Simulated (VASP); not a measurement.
# CdO (Fm-3m) in VASP: a series of runs

One crystal, CdO, is run at these levels: PBE; tasks: relaxation of cell and atoms.

All numbers are computed with VASP 6.6.1; they aren't measurements. Logs are shortened: lines on timing, memory, paths and dates and some standing lists are left out, and cuts for length are marked.

### 1 Starting point

The structure is cubic, space group Fm-3m (No. 225). The conventional cell has a = 4.338 Å, b = 4.338 Å, c = 4.338 Å, α = 90.00°, β = 90.00°, γ = 90.00°. Cd (site symmetry m-3m) has 6 O at 2.17 Å as nearest neighbours. Around O (site symmetry m-3m) lie 6 Cd at 2.17 Å.

### 2 Relaxation of cell and atoms, PBE, target pressure 112.5 GPa, at which the enthalpy is minimised

The input, INCAR:

```
SYSTEM = CdO
  PREC = Accurate
  ENCUT = 520
  EDIFF = 1E-7
  ISMEAR = 0
  SIGMA = 0.1
  LREAL = .FALSE.
  LASPH = .TRUE.
  NELM = 60
  ALGO = Fast
  ISIF = 3
  LWAVE = .FALSE.
  LCHARG = .FALSE.
  GGA = PE
  IBRION = 2
  NSW = 80
  EDIFFG = -0.002
  PSTRESS = 1125.0
```

The input, KPOINTS:

```
regular mesh
0
G
  16 16 16
  0 0 0
```

The input, POSCAR:

```
CdO                                     
1.0
    0.0000000000      2.1689355579      2.1689355579
    2.1689355579      0.0000000000      2.1689355579
    2.1689355579      2.1689355579      0.0000000000
  Cd              O             
     1     1
Direct
     0.0000000000000000    0.0000000000000000    0.0000000000000000
     0.5000000000000000    0.5000000000000000    0.5000000000000000
```

Potentials or basis: VASP PAW PBE potentials, release 64 (Cd, O).

On the command line:

```sh
cat potpaw_PBE.64/Cd/POTCAR potpaw_PBE.64/O/POTCAR > POTCAR
mpirun -np 1 vasp_std > vasp.out
```

OUTCAR:

```text
SYSTEM = CdO
   PREC = Accurate
   ENCUT = 520
   EDIFF = 1E-7
   ISMEAR = 0
   LREAL = .FALSE.
   LASPH = .TRUE.
   NELM = 60
   ISIF = 3
   GGA = PE
   IBRION = 2
   NSW = 80
   EDIFFG = -0.002
   PSTRESS = 1125.0

 ion  position               nearest neighbor table
   1  0.000  0.000  0.000-   2 2.17   2 2.17   2 2.17   2 2.17   2 2.17   2 2.17
   2  0.500  0.500  0.500-   1 2.17   1 2.17   1 2.17   1 2.17   1 2.17   1 2.17

  LATTYP: Found a face centered cubic cell.
 ALAT       =     4.3378711158

  Lattice vectors:

 A1 = (   0.0000000000,   2.1689355579,   2.1689355579)
 A2 = (   2.1689355579,   0.0000000000,   2.1689355579)
 A3 = (   2.1689355579,   2.1689355579,   0.0000000000)

Analysis of symmetry for initial positions (statically):
=====================================================================
 Subroutine PRICEL returns:
 Original cell was already a primitive cell.

 Routine SETGRP: Setting up the symmetry group for a
 face centered cubic supercell.

 Subroutine GETGRP returns: Found 48 space group operations
 (whereof 48 operations were pure point group operations)
 out of a pool of 48 trial point group operations.

The static configuration has the point symmetry O_h .

Analysis of symmetry for dynamics (positions and initial velocities):
=====================================================================
 Subroutine PRICEL returns:
 Original cell was already a primitive cell.

 Routine SETGRP: Setting up the symmetry group for a
 face centered cubic supercell.

 Subroutine GETGRP returns: Found 48 space group operations
 (whereof 48 operations were pure point group operations)
 out of a pool of 48 trial point group operations.

The dynamic configuration has the point symmetry O_h .

 Subroutine INISYM returns: Found 48 space group operations
 (whereof 48 operations are pure point group operations),
 and found     1 'primitive' translations

----------------------------------------------------------------------------------------

                                     Primitive cell

  volume of cell :      20.4066

  direct lattice vectors                    reciprocal lattice vectors
     0.000000000  2.168935558  2.168935558    -0.230527827  0.230527827  0.230527827
     2.168935558  0.000000000  2.168935558     0.230527827 -0.230527827  0.230527827
     2.168935558  2.168935558  0.000000000     0.230527827  0.230527827 -0.230527827

  length of vectors
     3.067338082  3.067338082  3.067338082     0.399285908  0.399285908  0.399285908

  position of ions in fractional coordinates (direct lattice)
     0.000000000  0.000000000  0.000000000
     0.500000000  0.500000000  0.500000000

  ion indices of the primitive-cell ions
   primitive index   ion index
                 1           1
                 2           2

----------------------------------------------------------------------------------------

 KPOINTS: regular mesh

Automatic generation of k-mesh.
 Grid dimensions read from file:
 generate k-points for:   16   16   16

 Generating k-lattice:

  Cartesian coordinates                     Fractional coordinates (reciprocal lattice)
    -0.014407989  0.014407989  0.014407989     0.062500000  0.000000000  0.000000000
     0.014407989 -0.014407989  0.014407989     0.000000000  0.062500000  0.000000000
     0.014407989  0.014407989 -0.014407989     0.000000000  0.000000000  0.062500000

  Length of vectors
     0.024955369  0.024955369  0.024955369

  Shift w.r.t. Gamma in fractional coordinates (k-lattice)
     0.000000000  0.000000000  0.000000000

 Subroutine IBZKPT returns following result:
 ===========================================

 Found    145 irreducible k-points:

 Following reciprocal coordinates:
            Coordinates               Weight
  0.000000  0.000000  0.000000      1.000000
  0.062500  0.000000  0.000000      8.000000
  0.125000  0.000000  0.000000      8.000000
  0.187500  0.000000  0.000000      8.000000
  0.250000  0.000000  0.000000      8.000000
  0.312500  0.000000  0.000000      8.000000
[... 16 lines left out ...]
 -0.125000  0.062500  0.000000     24.000000
 -0.062500  0.062500  0.000000     12.000000
 [... further k-points ...]
   k-points           NKPTS =    145   k-points in BZ     NKDIM =    145   number of bands    NBANDS=     13
   number of dos      NEDOS =    301   number of ions     NIONS =      2
   total plane-waves  NPLWV =  13824
   dimension x,y,z NGX =    24 NGY =   24 NGZ =   24
   dimension x,y,z NGXF=    48 NGYF=   48 NGZF=   48
   ions per type =               1   1
   NGX,Y,Z   is equivalent  to a cutoff of  13.01, 13.01, 13.01 a.u.
   NGXF,Y,Z  is equivalent  to a cutoff of  26.02, 26.02, 26.02 a.u.
 SYSTEM =  CdO
   PREC   = accura    normal or accurate (medium, high low for compatibility)
   ISTART =      0    job   : 0-new  1-cont  2-samecut
   ICHARG =      2    charge: 1-file 2-atom 10-const
   ISPIN  =      1    spin polarized calculation?
   LNONCOLLINEAR =      F non collinear calculations
   LSORBIT =      F    spin-orbit coupling
   LASPH  =      T    aspherical Exc in radial PAW
   ENCUT  =  520.0 eV  38.22 Ry    6.18 a.u.   5.70  5.70  5.70*2*pi/ulx,y,z
   NELM   =     60;   NELMIN=  2; NELMDL= -5     # of ELM steps
   EDIFF  = 0.1E-06   stopping-criterion for ELM
   LREAL  =      F    real-space projection
   EDIFFG = -.2E-02   stopping-criterion for IOM
   NSW    =     80    number of steps for IOM
   IBRION =      2    ionic relax: 0-MD 1-quasi-New 2-CG
   NFREE  =      1    steps in history (QN), initial steepest desc. (CG)
   ISIF   =      3    stress and relaxation
   ISYM   =      2    0-nonsym 1-usesym 2-fastsym
   POTIM  = 0.5000    time-step for ionic-motion
   TEBEG  =    0.0;   TEEND  =   0.0 temperature during run
   PSTRESS= 1125.0 pullay stress
   NELECT =      18.0000    total number of electrons
   NUPDOWN=      -1.0000    fix difference up-down
   EMIN   =  10.00;   EMAX   =-10.00  energy-range for DOS
   EFERMI =   0.00;   METHOD = LEGACY
   ISMEAR =     0;   SIGMA  =   0.10  broadening in eV -4-tet -1-fermi 0-gaus
   EFERMI_NEDOS =   21; number of points for ismear=-14 and -15
   IALGO  =     68    algorithm
   IMIX   =      4    mixing-type and parameters
     AMIX     =   0.40;   BMIX     =  1.00
     AMIX_MAG =   1.60;   BMIX_MAG =  1.00
  volume/ion in A,a.u.               =      10.20        68.86
  Fermi-wavevector in a.u.,A,eV,Ry     =   1.570034  2.966934 33.538447  2.465006
  Thomas-Fermi vector in A             =   2.671827
   LORBIT       =      0    0 simple, 1 ext, 2 COOP (PROOUT), +10 PAW based schemes
   GGA     = PE    functional components
   LHFCALC =     F    Hartree Fock is set to
   AEXX    =    0.0000 exact exchange contribution
   IVDW    =     0    specifies the selected vdW correction
   LEPSILON=     F    determine dielectric tensor
   LRPA    =     F    only Hartree local field effects (RPA)
 conjugate gradient relaxation of ions
 non-spin polarized calculation
 RMM-DIIS sequential band-by-band and
 Gauss-broadening in eV      SIGMA  =   0.10
  energy-cutoff  :      520.00
  volume of cell :       20.41
 maximum number of plane-waves:       568
   NGX = 11   NGY = 11   NGZ = 11

--------------------------------------- Ionic step        1  -------------------------------------------

 number of electron      17.9999995 magnetization

 Free energy of the ion-electron system (eV)
  ---------------------------------------------------
  ext. energy  EPLUGINS =         0.00000000
  ---------------------------------------------------
  free energy    TOTEN  =        -6.49859761 eV

  energy without entropy =       -6.49852016  energy(sigma->0) =       -6.49855888

------------------------ aborting loop because EDIFF is reached ----------------------------------------

  FORCE on cell =-STRESS in cart. coord.  units (eV):
  Direction    XX          YY          ZZ          XY          YZ          ZX
  --------------------------------------------------------------------------------------
  -------------------------------------------------------------------------------------
  Total        9.5534232      9.5534232      9.5534232      0.0000000     -0.0000000     -0.0000000
  in kB      750.0663042    750.0663042    750.0663042      0.0000000     -0.0000000     -0.0000000
  external PRESSURE =    -374.9336958 kB  Pullay stress =    1125.0000000 kB
[... 23 lines left out ...]
  enthalpy is  TOTEN    =         7.8302703931 eV   P V=       14.3288679983

--------------------------------------- Ionic step        2  -------------------------------------------

 number of electron      18.0000000 magnetization

 E-fermi :  11.6053     XC(G=0): -15.5246

 val. band max:       11.0861947970   @ k =   0.5000   0.0000   0.0000
 cond. band min:      12.1597640064   @ k =   0.0000   0.0000   0.0000
 fundamental gap:      1.0735692094
 Fermi energy:        11.6053316232

 k-point     1 :       0.0000    0.0000    0.0000
  band No.  band energies     occupation
      1     -14.0979      2.00000
      2       0.4806      2.00000
      3       0.4806      2.00000
      4       0.4806      2.00000
      5       1.5607      2.00000
      6       1.5607      2.00000
      7       5.5310      2.00000
      8       5.5310      2.00000
      9       5.5310      2.00000
     10      12.1598      0.00000
     11      24.8035      0.00000
     12      32.4657      0.00000
     13      32.4657      0.00000
[... 479 lines left out ...]
  enthalpy is  TOTEN    =         7.6492087278 eV   P V=       13.3344610365

--------------------------------------- Ionic step        5  -------------------------------------------

 number of electron      18.0000008 magnetization

 Free energy of the ion-electron system (eV)
  ---------------------------------------------------
  ext. energy  EPLUGINS =         0.00000000
  ---------------------------------------------------
  free energy    TOTEN  =        -5.65179754 eV

  energy without entropy =       -5.65177600  energy(sigma->0) =       -5.65178677

 E-fermi :   6.0237     XC(G=0): -13.5808

 val. band max:        5.8541329682   @ k =   0.5000   0.0000   0.0000
 cond. band min:       6.1009744700   @ k =   0.0000   0.0000   0.0000
 fundamental gap:      0.2468415018
 Fermi energy:         6.0237206719

 k-point     1 :       0.0000    0.0000    0.0000
  band No.  band energies     occupation
      1     -14.7040      2.00000
      2      -2.1175      2.00000
      3      -2.1175      2.00000
      4      -2.1175      2.00000
      5      -1.5196      2.00000
      6      -1.5196      2.00000
      7       2.8397      2.00000
      8       2.8397      2.00000
      9       2.8397      2.00000
     10       6.1010      0.27460
     11      20.7690      0.00000
     12      25.0754      0.00000
     13      25.0754      0.00000
[... 397 lines left out ...]
  FREE ENERGIE OF THE ION-ELECTRON SYSTEM (eV)
  ---------------------------------------------------
  free  energy   TOTEN  =        -5.6517975425 eV

  energy  without entropy=       -5.6517759953  energy(sigma->0) =       -5.65178677

  enthalpy is  TOTEN    =         7.6489975154 eV   P V=       13.3007950579

 reached required accuracy - stopping structural energy minimisation
```

Wall time 46 s (1 thread of Intel Xeon 6975P-C (Granite Rapids), shared host); peak memory 0.18 GiB.

Results:

```
Free energy                                            : -5.6518 eV
Relaxed volume                                         : 9.47 Å³/atom
Relaxed cell                                           : a = 2.992 Å, b = 2.992 Å, c = 2.992 Å, α = 60.00°, β = 60.00°, γ = 60.00°
Space group after relaxing (to 0.05 Å)                 : Fm-3m (No. 225)
Energy change on relaxing (the enthalpy is what falls) : +423.4 meV/atom
Ionic steps                                            : 5
Pressure after relaxing                                : 112.5 GPa
Band gap on the k mesh                                 : 0.25 eV, indirect (least direct gap 3.26 eV)
```

The path:
| step | energy change (eV) | largest force (eV/Å) | pressure (GPa) | volume (Å³) |
| --- | --- | --- | --- | --- |
| 1 | 0.0000 | 0.0000 | 75.01 | 20.41 |
| 2 | 7.7149 | 0.0000 | 409.09 | 14.14 |
| 3 | 0.7284 | 0.0000 | 107.39 | 19.12 |
| 4 | 0.8133 | 0.0000 | 111.06 | 18.99 |
| 5 | 0.8468 | 0.0000 | 112.50 | 18.94 |

Final structure:
```
Cd O
1.0
     0.00000    2.11577    2.11577
     2.11577    0.00000    2.11577
     2.11577    2.11577    0.00000
Cd O
1 1
Cartesian
  0.0000 0.0000 0.0000
  2.1158 2.1158 2.1158
```

Caveat: the cell is relaxed towards a set pressure, so the enthalpy falls and the energy may rise.

### 3 Relaxation of cell and atoms, PBE, target pressure 112.5 GPa, at which the enthalpy is minimised

This run uses another cell than the first one, of 9.47 Å³/atom, 0.928 times its volume.

INCAR is that of step 2.

KPOINTS is that of step 2.

The input, POSCAR:

```
CdO                                     
1.0
   -0.0000000000      2.1157704895      2.1157704895
    2.1157704895     -0.0000000000      2.1157704895
    2.1157704895      2.1157704895     -0.0000000000
  Cd              O             
     1     1
Direct
     0.0000000000000000    0.0000000000000000    0.0000000000000000
     0.5000000000000000    0.5000000000000000    0.5000000000000000
```

Potentials or basis: VASP PAW PBE potentials, release 64 (Cd, O).

On the command line:

```sh
cat potpaw_PBE.64/Cd/POTCAR potpaw_PBE.64/O/POTCAR > POTCAR
mpirun -np 1 vasp_std > vasp.out
```

Wall time 20 s (1 thread of Intel Xeon 6975P-C (Granite Rapids), shared host); peak memory 0.17 GiB.

It converged, with:

```
Free energy                                            : -5.6519 eV
Relaxed volume                                         : 9.47 Å³/atom
Relaxed cell                                           : a = 2.992 Å, b = 2.992 Å, c = 2.992 Å, α = 60.00°, β = 60.00°, γ = 60.00°
Space group after relaxing (to 0.05 Å)                 : Fm-3m (No. 225)
Energy change on relaxing (the enthalpy is what falls) : -1.2 meV/atom
Ionic steps                                            : 3
Pressure after relaxing                                : 112.5 GPa
Band gap on the k mesh                                 : 0.25 eV, indirect (least direct gap 3.26 eV)
```

The path:
```tsv
step	energy change (eV)	largest force (eV/Å)	pressure (GPa)	volume (Å³)
1	0.0000	0.0000	112.61	18.94
2	-0.0130	0.0000	112.06	18.96
3	-0.0023	0.0000	112.50	18.95
```

Final structure:
```xyz
2
Lattice="0.0000 2.1159 2.1159 2.1159 0.0000 2.1159 2.1159 2.1159 0.0000" Properties=species:S:1:pos:R:3 pbc="T T T"
Cd    0.0000    0.0000    0.0000
O     2.1159    2.1159    2.1159
```

Levels at points of the mesh, in eV from the valence-band top:
| k point | band 7 | band 8 | band 9 | band 10 | band 11 | band 12 |
| --- | --- | --- | --- | --- | --- | --- |
| (0.00, 0.00, 0.00) | -3.01 | -3.01 | -3.01 | 0.25 | 14.92 | 19.22 |
| (0.50, 0.00, 0.00) | -4.65 | 0.00 | 0.00 | 4.29 | 9.56 | 13.31 |
| (0.50, 0.50, 0.00) | -5.53 | -4.38 | -4.38 | 5.17 | 9.75 | 12.34 |

Caveat: the cell is relaxed towards a set pressure, so the enthalpy falls and the energy may rise.
